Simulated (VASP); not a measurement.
Fe: single point with PBE

Crystal: Fe.

```
Fe
1.0
    -1.44300    1.44300    1.44300
     1.44300   -1.44300    1.44300
     1.44300    1.44300   -1.44300
Fe
1
Cartesian
  0.0000 0.0000 0.0000
```

```
Program             : VASP 6.6.1
Task                : single point
Functional          : PBE
Potentials or basis : VASP PAW PBE potentials, release 64 (Fe)
Cutoff              : 520 eV
k mesh              : 13 × 13 × 13
Occupations         : fermi-dirac, width 0.05 eV
Spin                : collinear spin, ferromagnetic start
Starting moments    : [4.5] μB
```

```yaml
Pressure: -9.0 GPa
Band_gap_on_the_k_mesh: none (metal or under the smearing width)
Net_moment: 2.28 μB per cell
Site_moments: Fe +2.29 μB
Valence_electrons_inside_the_program's_atomic_spheres: Fe 7.16
```

Levels at points of the mesh, in eV from the Fermi level:
Spin up:
```tsv
k point	band 1	band 2	band 3	band 4	band 5	band 6	band 7	band 8	band 9	band 10
(0.00, 0.00, 0.00)	-8.07	-2.19	-2.19	-2.19	-1.07	-1.07	24.51	24.51	24.51	29.24
```
Spin down:
| k point | band 1 | band 2 | band 3 | band 4 | band 5 | band 6 | band 7 |
| --- | --- | --- | --- | --- | --- | --- | --- |
| (0.00, 0.00, 0.00) | -7.92 | -0.17 | -0.17 | -0.17 | 1.75 | 1.75 | 24.22 |

Run time: 11 s on 1 thread of AMD EPYC 9R45 96-Core Processor (Zen 5), on a shared host, peak memory 0.11 GiB.
